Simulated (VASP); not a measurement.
# Si2Mo (nc) (I4/mmm) in VASP: a series of runs

One crystal, Si2Mo (nc), is run at these levels: PBE; tasks: single point.

Everything below comes from runs of VASP 6.6.1. Logs are shortened: lines on timing, memory, paths and dates and some standing lists are left out, and cuts for length are marked.

## Step 1: The structure

It takes space group I4/mmm (No. 139, tetragonal). The conventional cell has a = 3.217 Å, b = 3.217 Å, c = 7.874 Å, α = 90.00°, β = 90.00°, γ = 90.00°. Si (site symmetry 4mm) has 5 Si at 2.60 to 2.64 Å and 5 Mo at 2.62 to 2.64 Å as nearest neighbours. Mo (site symmetry 4/mmm) has 10 Si at 2.62 to 2.64 Å as nearest neighbours.

## Step 2: Single point, PBE

INCAR

```
PREC = Accurate
ENCUT = 520
EDIFF = 1E-7
ISMEAR = 0
SIGMA = 0.1
LREAL = False
LASPH = True
NELM = 100
ALGO = Fast
ISIF = 2
LWAVE = False
LCHARG = False
GGA = PE
NBANDS = 18
```

KPOINTS

```
regular mesh
0
Gamma
  18 18 18
```

POSCAR

```
Si2Mo
1.0
   -1.6085409638      1.6085409638      3.9368308646
    1.6085409638     -1.6085409638      3.9368308646
    1.6085409638      1.6085409638     -3.9368308646
Si Mo
2 1
Direct
    0.3350803743      0.3350803743      0.0000000000
    0.6649196257      0.6649196257      0.0000000000
    0.0000000000      0.0000000000      0.0000000000
```

Potentials or basis: VASP PAW PBE potentials, release 64 (Si, Mo_sv).

Command:

```bash
> cat potpaw_PBE.64/Si/POTCAR potpaw_PBE.64/Mo_sv/POTCAR > POTCAR
> mpirun -np 1 vasp_std > vasp.out
```

OUTCAR:

```text
PREC = Accurate
   ENCUT = 520
   EDIFF = 1E-7
   ISMEAR = 0
   LREAL = False
   LASPH = True
   NELM = 100
   ISIF = 2
   GGA = PE

 ion  position               nearest neighbor table
   1  0.335  0.335  0.000-   2 2.60   3 2.62   3 2.62   3 2.62   3 2.62   3 2.64   2 2.64   2 2.64
                             2 2.64   2 2.64
   2  0.665  0.665  0.000-   1 2.60   3 2.62   3 2.62   3 2.62   3 2.62   3 2.64   1 2.64   1 2.64
                             1 2.64   1 2.64
   3  0.000  0.000  0.000-   2 2.62   2 2.62   2 2.62   1 2.62   2 2.62   1 2.62   1 2.62   1 2.62
                             1 2.64   2 2.64

  LATTYP: Found a body centered tetragonal cell.
 ALAT       =     3.2170819276
 C/A-ratio  =     2.4474545275

  Lattice vectors:

 A1 = (  -1.6085409638,   1.6085409638,   3.9368308646)
 A2 = (   1.6085409638,  -1.6085409638,   3.9368308646)
 A3 = (   1.6085409638,   1.6085409638,  -3.9368308646)

Analysis of symmetry for initial positions (statically):
=====================================================================
 Subroutine PRICEL returns:
 Original cell was already a primitive cell.

 Routine SETGRP: Setting up the symmetry group for a
 body centered tetragonal supercell.

 Subroutine GETGRP returns: Found 16 space group operations
 (whereof 16 operations were pure point group operations)
 out of a pool of 16 trial point group operations.

The static configuration has the point symmetry D_4h.

Analysis of symmetry for dynamics (positions and initial velocities):
=====================================================================
 Subroutine PRICEL returns:
 Original cell was already a primitive cell.

 Routine SETGRP: Setting up the symmetry group for a
 body centered tetragonal supercell.

 Subroutine GETGRP returns: Found 16 space group operations
 (whereof 16 operations were pure point group operations)
 out of a pool of 16 trial point group operations.

The dynamic configuration has the point symmetry D_4h.

 Subroutine INISYM returns: Found 16 space group operations
 (whereof 16 operations are pure point group operations),
 and found     1 'primitive' translations

----------------------------------------------------------------------------------------

                                     Primitive cell

  volume of cell :      40.7447

  direct lattice vectors                    reciprocal lattice vectors
[... 90 lines left out ...]
   LREAL  =      F    real-space projection
   EDIFFG = 0.1E-05   stopping-criterion for IOM
   NSW    =      0    number of steps for IOM
   IBRION =     -1    ionic relax: 0-MD 1-quasi-New 2-CG
   NFREE  =      0    steps in history (QN), initial steepest desc. (CG)
   ISIF   =      2    stress and relaxation
   ISYM   =      2    0-nonsym 1-usesym 2-fastsym
   POTIM  = 0.5000    time-step for ionic-motion
   TEBEG  =    0.0;   TEEND  =   0.0 temperature during run
   PSTRESS=    0.0 pullay stress
   NELECT =      22.0000    total number of electrons
   NUPDOWN=      -1.0000    fix difference up-down
   EMIN   =  10.00;   EMAX   =-10.00  energy-range for DOS
   EFERMI =   0.00;   METHOD = LEGACY
   ISMEAR =     0;   SIGMA  =   0.10  broadening in eV -4-tet -1-fermi 0-gaus
   EFERMI_NEDOS =   21; number of points for ismear=-14 and -15
   IALGO  =     68    algorithm
   IMIX   =      4    mixing-type and parameters
     AMIX     =   0.40;   BMIX     =  1.00
     AMIX_MAG =   1.60;   BMIX_MAG =  1.00
  volume/ion in A,a.u.               =      13.58        91.65
  Fermi-wavevector in a.u.,A,eV,Ry     =   1.333088  2.519170 24.179224  1.777123
  Thomas-Fermi vector in A             =   2.461973
   LORBIT       =      0    0 simple, 1 ext, 2 COOP (PROOUT), +10 PAW based schemes
   GGA     = PE    functional components
   LHFCALC =     F    Hartree Fock is set to
   AEXX    =    0.0000 exact exchange contribution
   IVDW    =     0    specifies the selected vdW correction
   LEPSILON=     F    determine dielectric tensor
   LRPA    =     F    only Hartree local field effects (RPA)
 non-spin polarized calculation
 RMM-DIIS sequential band-by-band and
 Gauss-broadening in eV      SIGMA  =   0.10
  energy-cutoff  :      520.00
  volume of cell :       40.74
 maximum number of plane-waves:      1134
 NGX is ok and might be reduce to    36
   NGX = 17   NGY = 17   NGZ = 17

 number of electron      22.0000000 magnetization

 Free energy of the ion-electron system (eV)
  ---------------------------------------------------
  ext. energy  EPLUGINS =         0.00000000
  ---------------------------------------------------
  free energy    TOTEN  =       -23.26227044 eV

  energy without entropy =      -23.26111204  energy(sigma->0) =      -23.26169124

 E-fermi :  12.0678     XC(G=0): -12.3681

 val. band max:       12.0657455535   @ k =   0.0556   0.0556   0.0000
 cond. band min:      12.0761173369   @ k =  -0.1111  -0.1111   0.0556
 fundamental gap:      0.0103717834
 Fermi energy:        12.0678427760

 k-point     1 :       0.0000    0.0000    0.0000
  band No.  band energies     occupation
      1     -48.6673      2.00000
      2     -22.8084      2.00000
      3     -22.7417      2.00000
      4     -22.7417      2.00000
      5      -1.2511      2.00000
      6       5.7635      2.00000
[... 481 lines left out ...]
      5      -0.3952      2.00000
      6       5.7918      2.00000
[... 10 lines left out ...]
     17      18.2098      0.00000
     18      20.4383      0.00000

 [... further k-points ...]

------------------------ aborting loop because EDIFF is reached ----------------------------------------

  FORCE on cell =-STRESS in cart. coord.  units (eV):
  Direction    XX          YY          ZZ          XY          YZ          ZX
  --------------------------------------------------------------------------------------
  -------------------------------------------------------------------------------------
  Total        0.0327062      0.0327062      0.0241056      0.0000000     -0.0000000     -0.0000000
  in kB        1.2860867      1.2860867      0.9478898      0.0000000     -0.0000000     -0.0000000
  external PRESSURE =       1.1733544 kB  Pullay stress =       0.0000000 kB

 VOLUME and BASIS-vectors are now :
 -----------------------------------------------------------------------------
  energy-cutoff  :      520.00
  volume of cell :       40.74
      direct lattice vectors                 reciprocal lattice vectors
    -1.608540964  1.608540964  3.936830865     0.000000000  0.310840701  0.127005710
     1.608540964 -1.608540964  3.936830865     0.310840701  0.000000000  0.127005710
     1.608540964  1.608540964 -3.936830865     0.310840701  0.310840701  0.000000000

 POSITION                                       TOTAL-FORCE (eV/Angst)
 -----------------------------------------------------------------------------------
      0.00000      0.00000      2.63831        -0.000000     -0.000000     -0.000931
      0.00000      0.00000      5.23535         0.000000      0.000000      0.000931
      0.00000      0.00000      0.00000        -0.000000     -0.000000     -0.000000
 -----------------------------------------------------------------------------------
    total drift:                                0.000000     -0.000000     -0.000000

  FREE ENERGIE OF THE ION-ELECTRON SYSTEM (eV)
  ---------------------------------------------------
  free  energy   TOTEN  =       -23.2622704369 eV

  energy  without entropy=      -23.2611120353  energy(sigma->0) =      -23.26169124
```

Wall time 5.1 min (1 thread of Intel Xeon Platinum 8488C (Sapphire Rapids), shared host); peak memory 0.47 GiB.

Results:

* Free energy: -23.2623 eV
* Pressure: 0.1 GPa
* Band gap on the k mesh: none (metal or under the smearing width)

## Step 3: Single point, PBE

This run uses another cell than the first one, of 13.42 Å³/atom, 0.988 times its volume.

INCAR

```
  PREC = Accurate
  ENCUT = 520
  EDIFF = 1E-7
  ISMEAR = 0
  SIGMA = 0.1
  LREAL = F
  LASPH = T
  NELM = 100
  ALGO = Fast
  ISIF = 2
  LWAVE = F
  LCHARG = T
  GGA = PE
  LELF = T
  LVHAR = T
  NBANDS = 18
```

KPOINTS

```
regular mesh
0
Gamma
  8 8 8
```

POSCAR

```
Si2Mo
1.0
   -1.6000000000      1.6000000000      3.9305000000
    1.6000000000     -1.6000000000      3.9305000000
    1.6000000000      1.6000000000     -3.9305000000
Si Mo
2 1
Direct
    0.3330000000      0.3330000000      0.0000000000
    0.6670000000      0.6670000000      0.0000000000
    0.0000000000      0.0000000000      0.0000000000
```

Potentials or basis: VASP PAW PBE potentials, release 64 (Si, Mo_sv).

Command:

```bash
> cat potpaw_PBE.64/Si/POTCAR potpaw_PBE.64/Mo_sv/POTCAR > POTCAR
> mpirun -np 1 vasp_std > vasp.out
```

Wall time 53 s (1 thread of Intel Xeon Platinum 8488C (Sapphire Rapids), shared host); peak memory 0.22 GiB.

Results (log left out):

```yaml
Free_energy: -23.2551 eV
Pressure: 2.4 GPa
Largest_force: 0.313 eV/Å
Band_gap_on_the_k_mesh: none (metal or under the smearing width)
```

Forces in eV/Å, atoms in the order of the input:
```
Si   0.000  0.000  0.313
Si   0.000  0.000 -0.313
Mo   0.000  0.000  0.000
```

Stress tensor (GPa, compression positive):
```
2.91 0.00 0.00
0.00 2.91 0.00
0.00 0.00 1.34
```

Levels at points of the mesh, in eV from the Fermi level:
| k point | band 8 | band 9 | band 10 | band 11 | band 12 | band 13 | band 14 | band 15 |
| --- | --- | --- | --- | --- | --- | --- | --- | --- |
| (0.00, 0.00, 0.00) | -2.93 | -2.58 | -2.58 | 0.50 | 3.15 | 3.19 | 3.72 | 3.72 |
| (0.50, 0.00, 0.00) | -4.39 | -2.53 | -2.42 | -0.43 | 2.35 | 3.10 | 4.12 | 4.34 |
| (0.50, 0.50, 0.00) | -5.20 | -4.41 | -2.98 | -1.05 | 2.41 | 2.80 | 3.09 | 3.33 |
| (0.50, 0.50, 0.50) | -2.20 | -0.50 | -0.50 | -0.45 | -0.45 | 0.64 | 4.70 | 5.24 |
